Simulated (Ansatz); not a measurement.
Crystal: WS2.

```
CELL_PARAMETERS angstrom
1.57900 0.91164 6.16333
-1.57900 0.91164 6.16333
0.00000 -1.82327 6.16333
ATOMIC_POSITIONS crystal
W 0.00000 0.00000 0.00000
S 0.58100 0.58100 0.58100
S 0.75030 0.75030 0.75030
```

Measurements of this composition are mostly on another form, of space group No. 194.

```yaml
Program: Ansatz 0.2.0
Task: single point
Functional: PBEsol
Potentials_or_basis: all-electron LAPW, scalar-relativistic
Cutoff: 289 eV (chosen from the basis error)
Basis_error_allowed: 0.001 eV/atom
k_mesh: 10 × 10 × 10
Occupations: fermi-dirac, width 0.05 eV
Spin: no spin polarisation
```

On this cell: pressure -0.6 GPa; largest force 0.599 eV/Å; band gap on the k mesh 1.02 eV, indirect (least direct gap 2.23 eV).

The same run follows on a disturbed copy (atoms moved at random, drawn with an rms of 0.05 Å):

```xyz
3
Lattice="1.5790 0.9116 6.1633 -1.5790 0.9116 6.1633 0.0000 -1.8233 6.1633" Properties=species:S:1:pos:R:3 pbc="T T T"
W    -0.0377   -0.0171    0.0389
S     0.0067    0.0202   10.7222
S     0.0119   -0.0494   13.9186
```

What changes?

The energy moves by +28.3 meV/atom; pressure -3.6 GPa; largest force 1.653 eV/Å; band gap on the k mesh 0.93 eV, indirect (least direct gap 2.06 eV).

Forces on the atoms (eV/Å):
```
W    0.952 -0.012 -1.351
S   -0.380 -0.326  1.315
S   -0.572  0.338  0.036
```

Stress tensor (GPa, compression positive):
```
-2.58 -0.86 -0.77
-0.86 -2.84  3.02
-0.77  3.02 -5.30
```

Caveats: spin-orbit coupling is left out, which moves the levels of the heavy elements.

A k mesh can miss the band edges.
